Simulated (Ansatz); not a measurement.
Input and command of a plane-wave DFT calculation in Ansatz:

```yaml
crystal:
  lattice:
    - [4.7734225665, 0.0, 0.0]
    - [0.0, 4.7734225665, 0.0]
    - [0.0, 0.0, 4.7734225665]
  atoms:
    - { symbol: Co, position: [0.1450189128, 0.1450189128, 0.1450189128], spin: 3.0 }
    - { symbol: Co, position: [0.3549810872, 0.8549810872, 0.6450189128], spin: 3.0 }
    - { symbol: Co, position: [0.6450189128, 0.3549810872, 0.8549810872], spin: 3.0 }
    - { symbol: Co, position: [0.8549810872, 0.6450189128, 0.3549810872], spin: 3.0 }
    - { symbol: Sn, position: [0.8431597104, 0.8431597104, 0.8431597104] }
    - { symbol: Sn, position: [0.6568402896, 0.1568402896, 0.3431597104] }
    - { symbol: Sn, position: [0.3431597104, 0.6568402896, 0.1568402896] }
    - { symbol: Sn, position: [0.1568402896, 0.3431597104, 0.6568402896] }
basis:
  ecutwfc: 420
kpoints:
  mp_grid: { grid: [4, 4, 4] }
hamiltonian:
  xc: pbe
scf:
  occupations: { method: gaussian, width: 0.1 }
  lower_state_search: "off"
output:
  forces: true
  stress: true
  eigenvalues: true
  populations: true
magnetization:
  spin_polarized: true
```

```bash
ansatz run input.yaml --threads 2 --pin off --max-ram 5120MiB --backend cpu --events-out ev --progress --plain --runs-dir out
```

Processor: Arm Neoverse V2, 2 threads, on a host shared with other jobs.

**Question.** Estimate time, memory and problem size.

**Answer.** About 16 s on 2 threads of Arm Neoverse V2, with other jobs on the host, peak memory 0.48 GiB. It solves 82 bands at 11 k points (the mesh reduced by symmetry) with about 2103 plane waves, in 13 SCF iterations.
